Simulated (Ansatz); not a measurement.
Here is an Ansatz 0.2.0 calculation.

The input input.yaml:

```yaml
crystal:
  lattice:
    - [0.0, 2.702, 2.702]
    - [2.702, 0.0, 2.702]
    - [2.702, 2.702, 0.0]
  atoms:
    - { symbol: Zn, position: [0.75, 0.75, 0.75] }
    - { symbol: S, position: [0.0, 0.0, 0.0] }
kpoints:
  mp_grid: { grid: [6, 6, 6] }
scf:
  occupations: { method: fermi_dirac, width: 0.05 }
hamiltonian:
  xc: hse06
  pseudopotentials: { kind: all_electron, datasets: crystal }
output:
  forces: true
  stress: true
```

Potentials or basis: all-electron PAW datasets made for the crystal.

The run is started by

```sh
$ ansatz run input.yaml --threads 1 --pin off --max-ram 3072MiB --backend cpu --events-out ev --progress --plain --runs-dir out
```

**Question.** Predict the band gap on the k mesh.

**Answer.** 3.34 eV, direct.

**Question.** Predict the pressure.

**Answer.** 0.9 GPa.

**What was measured.**

From “Electronic, vibrational, and thermodynamic properties of ZnS (zincblende and rocksalt structure)”, 2009, arxiv:0911.5022, for a bulk crystal of ZnS at 19 K: band gap 3.85 eV (direct).

A measured gap of ZnS is 3.85 eV (direct; 19 K; quoted in “Electronic, vibrational, and thermodynamic properties of ZnS (zincblende and rocksalt structure)”, 2009, arxiv:0911.5022); the calculated 3.34 eV misses it by -0.51 eV. The value is that of HSE06, without temperature or zero-point motion.
